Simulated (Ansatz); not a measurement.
# SiO2: O-17 NMR of the central transition

Cell: a structure deposited in the COD, ions relaxed with PBE at fixed cell.

Space group P2_13 (No. 198); a = 7.1600 Å.

| site | Wyckoff | site symmetry | x | y | z |
| --- | --- | --- | --- | --- | --- |
| Si1 | 4a | .3. | 0.2807 | 0.2807 | 0.2807 |
| Si5 | 4a | .3. | 0.0206 | 0.0206 | 0.0206 |
| O9 | 4a | .3. | 0.1505 | 0.1505 | 0.1505 |
| O13 | 12b | 1 | 0.6398 | 0.6616 | 0.0434 |

One atom of each set is listed.

All values are calculated (Ansatz; DFT, PBE, plane waves and PAW, scalar-relativistic, 420 eV cutoff, Γ-centred 4×4×4 k-points, Fermi–Dirac smearing 0.02 eV), not measured.

O-17 has I = 5/2 and Q = -25.58 mb (Pyykkö 2018); at 14.1 T its Larmor frequency is ν₀ = 81.4 MHz. Only the quadrupole interaction is simulated: positions count from each site's isotropic chemical shift, and J coupling is left out, as are shift anisotropy and dipolar coupling, which fast spinning averages.

(1) What does the O-17 spectrum (fast magic-angle spinning) show for each site?

## Answers

(1) 

| site | first shell | C_Q (MHz) | η | P_Q (MHz) | δ_QIS (ppm) | breadth (kHz) |
| --- | --- | --- | --- | --- | --- | --- |
| O9 | 2 Si at 1.61 Å, angle 180° | -6.56 | 0.00 | 6.56 | -38.9 | 6.79 |
| O13 | 2 Si at 1.62 Å, angle 146° | -5.99 | 0.18 | 6.02 | -32.8 | 6.00 |

δ_QIS = −(ν_Q²/30ν₀²)[I(I+1) − 3/4](1 + η²/3) × 10⁶ ppm with ν_Q = 3|C_Q|/[2I(2I−1)]; it falls as 1/B₀² in ppm, and the breadth as 1/B₀ in kHz.

An axis of threefold or higher order runs through O9, so V_zz lies along it and η is zero. At O13 V_zz runs parallel to the line that joins its two neighbours (within 1°).

The database positions were far from equilibrium, so the relaxed structure may not be the compound's real one.
